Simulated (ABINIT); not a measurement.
PtS2:

```
Pt S
1.0
     3.54320    0.00000    0.00000
    -1.77160    3.06850    0.00000
     0.00000    0.00000    5.03880
Pt S
1 2
Cartesian
  0.0000 0.0000 0.0000
  1.7716 1.0228 3.8950
  0.0000 2.0457 1.1438
```

Base run:

* Program: ABINIT 10.8.3 (patched build)
* Functional: BP86
* Potentials or basis: JTH PAW PBE v2.0
* Cutoff: 544 eV
* k mesh: 9 × 9 × 5
* Occupations: fermi-dirac, width 0.05 eV
* Spin: no spin polarisation

Its results: band gap on the k mesh 0.96 eV, indirect (least direct gap 1.01 eV); pressure 13.4 GPa; largest force 1.486 eV/Å.

Question: The run is repeated on the same cell with these changes: functional from BP86 to rPW86PBE. What comes out?

Answer: Band gap on the k mesh 1.02 eV, indirect (least direct gap 1.09 eV); pressure 18.5 GPa; largest force 1.920 eV/Å.

Caveats: spin-orbit coupling is left out, which moves the levels of the heavy elements; the PAW data sets were made with another functional, which shifts forces and pressure a little (some runs); so large a pressure means that the cell lies far from this level's equilibrium, or that cutoff or potentials fall short (some runs); the potentials were made for another functional, which shifts forces and pressure (some runs).
